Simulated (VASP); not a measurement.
# SiC (Moissanite 3C): single point with PBE

**Experimental background.**

From “Insight into the structural, elastic and electronic properties of a new orthorhombic 6O-SiC polytype”, 2020, pmc:7200658, for a bulk crystal of SiC: band gap 2.4 eV (indirect).

The system is SiC (Moissanite 3C).

```
Si C
1.0
     0.00000    2.17900    2.17900
     2.17900    0.00000    2.17900
     2.17900    2.17900    0.00000
Si C
1 1
Direct
  0.00000 0.00000 0.00000
  0.75000 0.75000 0.75000
```

```
Program             : VASP 6.6.1
Task                : single point
Functional          : PBE
Potentials or basis : VASP PAW PBE potentials, release 64 (Si, C)
Cutoff              : 520 eV
k mesh              : 10 × 10 × 10
Occupations         : gaussian, width 0.019 eV
Spin                : no spin polarisation
```

```json
{
 "Pressure": "3.2 GPa",
 "Band gap on the k mesh": "1.36 eV, indirect (least direct gap 4.54 eV)"
}
```

Levels at points of the mesh, in eV from the valence-band top:
```
           k point  band 2  band 3  band 4  band 5  band 6  band 7
(0.00, 0.00, 0.00)    0.00    0.00    0.00    6.23    7.31    7.31
(0.50, 0.00, 0.00)   -8.53   -1.05   -1.05    5.43    7.23    7.23
(0.50, 0.50, 0.00)   -7.79   -3.18   -3.18    1.36    4.32   14.04
```

It took 6 s on 1 thread of Intel(R) Xeon(R) Platinum 8488C (Sapphire Rapids), with other jobs on the host, peak memory 0.13 GiB.

Measured gap of SiC: 2.4 eV (indirect; quoted in “Insight into the structural, elastic and electronic properties of a new orthorhombic 6O-SiC polytype”, 2020, pmc:7200658). This calculation gives 1.36 eV (-1.04 eV). The value is that of PBE on a finite k mesh, which can miss the band edges, without temperature or zero-point motion. Semilocal functionals fall short of measured gaps as a rule.
